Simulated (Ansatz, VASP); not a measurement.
HfO2 in VASP and in Ansatz

```
Hf O
1.0
     0.00000    2.52207    2.52207
     2.48852    0.00000    2.52207
     2.48852    2.52207    0.00000
Hf O
1 2
Direct
  0.00000 0.00000 0.00000
  0.25000 0.25000 0.25000
  0.75000 0.75000 0.75000
```

Change from the starting cell: normal strain along x -0.0133, normal strain along y +0.0000.

Alike in both runs: task single point; functional PBEsol; k mesh 8 × 8 × 8; occupations gaussian, width 0.05 eV; no spin polarisation.

|  | VASP | Ansatz |
| --- | --- | --- |
| version | VASP 6.6.1 | Ansatz 0.2.0 |
| potentials or method | VASP PAW PBE potentials, release 64 (Hf_pv, O) | scalar-relativistic, plane waves, PAW |
| plane-wave cutoff (eV) | 520 | 520 |
| valence electrons in the cell | 22 | 38 |

```tsv
	VASP	Ansatz	Ansatz less VASP
gap on the k mesh at the Fermi level (eV)	3.64	3.61	-0.022
least direct gap on the mesh (eV)	3.64	3.62	-0.022
pressure (GPa)	-0.2	3.7	+3.91
largest component of the traceless stress (GPa)	4.32	4.24	-0.080
```

One of these differences is far larger than is usual between the two programs; its cause wasn't traced. The two sets of potentials don't hold the same shells in valence. Ansatz warned: «pseudo_functional_mismatch».

Caveats: the PAW data sets were made with another functional, which shifts forces and pressure a little (VASP); spin-orbit coupling is left out, which moves the levels of the heavy elements. A k mesh can miss the band edges.
